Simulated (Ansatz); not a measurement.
An added C started as a split pair with a Si atom in diamond Si, 65 atoms, charge +2

All numbers come from Ansatz (PAW, plane waves, no spin–orbit coupling) at the single k point (¼, ¼, ¼) without its symmetry partners. The atoms were relaxed with PBEsol in a fixed cell; other functionals are single points on those atoms unless said otherwise. The valence top and gap of the host come from its small cell on a dense mesh, with the band extrema sought between the mesh points, lined up by the mean potential, PBEsol gap 0.46 eV, r²SCAN gap 0.76 eV. The charge correction uses an assumed dielectric constant of 11.7.

Cell: a = 10.866 Å, b = 10.866 Å, c = 10.866 Å, α = 90.00°, β = 90.00°, γ = 90.00°.

Nearest atoms after relaxation, from the placed atom (for vacancies from the middle of the vacant sites): Si at 1.87 Å, Si at 1.94 Å, Si at 1.96 Å, Si at 1.96 Å, Si at 3.34 Å, Si at 3.47 Å, Si at 3.49 Å, Si at 3.49 Å.

Chemical potentials μ are those of reference phases of the elements at zero temperature by the same functional (the usual solids, diamond for C, grey Sn, and the molecules H2, N2, O2, F2, Cl2, Br2 and S8).

```csv
functional,E(defect) − E(host) − Σ nμ + q·E_VBM (eV),monopole (eV),alignment (eV),formation energy at E_F = VBM (eV),moment (μB),"wall time, shared host"
PBEsol,3.64,0.64,0.07,4.35,0.0,7.3 s on NVIDIA GB200 (relaxation)
```

Problem. Estimate the formation energy and moment that r²SCAN gives on these atoms.

Solution. 4.83 eV at E_F = VBM (4.11 eV before the monopole term 0.64 eV and the alignment 0.08 eV), moment 0.0 μB.

Problem. How does the monopole term follow by hand for this cubic cell?

Solution. q²·α·e²/(4πε₀)/(2εL) with the Madelung constant α = 2.837 and e²/4πε₀ = 14.40 eV·Å: 4 × 2.837 × 14.40 / (2 × 11.7 × 10.866) = 0.64 eV.

r²SCAN one-electron levels near the gap (the ten most localised at most), from the host's valence top, not corrected for the charge's images:

```tsv
level (eV)	spin	filling	atoms sharing it	element of the atom with most weight
-0.01	down	0.00	32.7	spread
-0.01	up	0.00	32.8	spread
0.71	up	0.00	17.9	Si
0.71	down	0.00	17.9	Si
```

The charge sits partly or wholly in a band of the host, at the cell's one k point and not at the band edge, so the formation energy is too high and the charge correction doesn't apply as it stands.

One k point and a cell of this size can leave errors of several tenths of an eV in such numbers.
